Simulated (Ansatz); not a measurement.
# KF: the cost of one run

Computed with Ansatz 0.2.0 (DFT PBE, scalar-relativistic, plane waves, PAW, unless a step's input says otherwise).

## (1) The system as given

It takes space group Fm-3m (No. 225, cubic). The conventional cell has a = 5.347 Å, b = 5.347 Å, c = 5.347 Å, α = 90.00°, β = 90.00°, γ = 90.00°. K (site symmetry m-3m) is surrounded by 6 F at 2.67 Å. F (site symmetry m-3m) is surrounded by 6 K at 2.67 Å.

As a file:

```xyz
2
Lattice="0.0000 2.6735 2.6735 2.6735 0.0000 2.6735 2.6735 2.6735 0.0000" Properties=species:S:1:pos:R:3 pbc="T T T"
K     0.0000    0.0000    0.0000
F     2.6735    2.6735    2.6735
```

Source of the structure: the Crystallography Open Database.

(A quick probe on a coarse mesh, which set the mesh and smearing, is not shown.)

## (3) Full relaxation

File input.yaml:

```yaml
crystal:
  lattice:
    - [0.0, 2.6735, 2.6735]
    - [2.6735, 0.0, 2.6735]
    - [2.6735, 2.6735, 0.0]
  atoms:
    - { symbol: K, position: [0.0, 0.0, 0.0] }
    - { symbol: F, position: [0.5, 0.5, 0.5] }
basis:
  ecutwfc: 420
kpoints:
  mp_grid: { grid: [8, 8, 8] }
hamiltonian:
  xc: pbe
scf:
  occupations: { method: gaussian, width: 0.02 }
output:
  forces: true
  stress: true
  eigenvalues: true
relax:
  adjacent_minimum: "off"
  f_tol: 0.005
  max_steps: 80
  cell: { stress_tol: 0.05 }
```

Run with:

```
ansatz run input.yaml --threads 4 --pin off --max-ram 9216MiB --backend cpu --events-out ev --progress --plain --runs-dir out
```

**Question.** How long does this run take on 4 threads of Arm Neoverse N1, shared host, and how much memory does it need?

About 3.4 s, with a peak of 0.29 GiB.
